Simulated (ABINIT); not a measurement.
The system is AlRu.

```
Ru Al
1.0
     2.99160    0.00000    0.00000
     0.00000    2.99160    0.00000
     0.00000    0.00000    2.99160
Ru Al
1 1
Cartesian
  1.4958 1.4958 1.4958
  0.0000 0.0000 0.0000
```

Base run:

| Quantity | Value |
| --- | --- |
| Program | ABINIT 10.8.3 (patched build) |
| Functional | BLYP |
| Potentials or basis | JTH PAW PBE v2.0 |
| Cutoff | 490 eV |
| k mesh | 9 × 9 × 9 |
| Occupations | fermi-dirac, width 0.05 eV |
| Spin | no spin polarisation |

Its results: band gap on the k mesh none (metal or under the smearing width); pressure 9.8 GPa.

Problem. After a change of settings the same cell gave: band gap on the k mesh none (metal or under the smearing width); pressure -6.7 GPa. Which change was it?
A. functional from BLYP to WC
B. functional from BLYP to r2SCAN
C. functional from BLYP to LDA
D. functional from BLYP to AM05

Solution. C.

LDA binds more tightly than BLYP, so the same cell stands under less pressure.

Caveats: the PAW data sets were made with another functional, which shifts forces and pressure a little.

Runs at the PBE level aren't shown here.
